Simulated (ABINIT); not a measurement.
Write the native input for ABINIT 10.8.3 (patched build) that does the following.

| Quantity | Value |
| --- | --- |
| Task | single point |
| Functional | PBE |
| Potentials or basis | JTH PAW PBE v2.0 |
| Cutoff | 517 eV |
| k mesh | 10 × 10 × 8 |
| Occupations | fermi-dirac, width 0.05 eV |
| Spin | no spin polarisation |
| Fine-grid cutoff | 1034.03 eV |
| Exchange and correlation inside the PAW spheres | full angular mesh (pawxcdev 0, this build's default; the released program takes 1) |

The structure of MgB2 lies in POSCAR:

```
MgB2
1.0
    3.0850000000      0.0000000000      0.0000000000
   -1.5425000000      2.6716883707      0.0000000000
    0.0000000000      0.0000000000      3.5230000000
Mg B
1 2
Direct
    0.0000000000      0.0000000000      0.0000000000  Mg
    0.6666666667      0.3333333333      0.5000000000  B
    0.3333333333      0.6666666667      0.5000000000  B
```

The input as run:

run.abi

```
# Pseudopotentials
pp_dirpath "./"
pseudos "Mg.GGA_PBE-JTH.xml, B.GGA_PBE-JTH.xml"

# Structure
structure "poscar:POSCAR"
natom 3

# Plane-wave basis
ecut 19.0
pawecutdg 38.0

# k points
kptopt 1
ngkpt 10 10 8
nshiftk 1
shiftk 0.0 0.0 0.0

# Exchange and correlation
ixc 11

# Bands and occupations
nband 12
occopt 3
tsmear 0.05 eV

# SCF cycle
nstep 100
tolvrs 1.0e-9

# Output
iomode 3
prtwf 0
prteig 0
prtebands 0
enunit 1
prtden 1
prtvha 1
prtvclmb 1
prtpot 1
```

Potentials or basis: JTH PAW PBE v2.0.

Run with:

```console
$ abinit run.abi > log 2>&1
```

It gave:

```
Pressure               : -1.2 GPa
Band gap on the k mesh : none (metal or under the smearing width)
```

Caveat: the atomic spheres overlap.

It took 25 s on 1 thread of Intel(R) Xeon(R) Platinum 8259CL CPU @ 2.50GHz (Skylake/Cascade Lake), with other jobs on the host, peak memory 0.11 GiB.
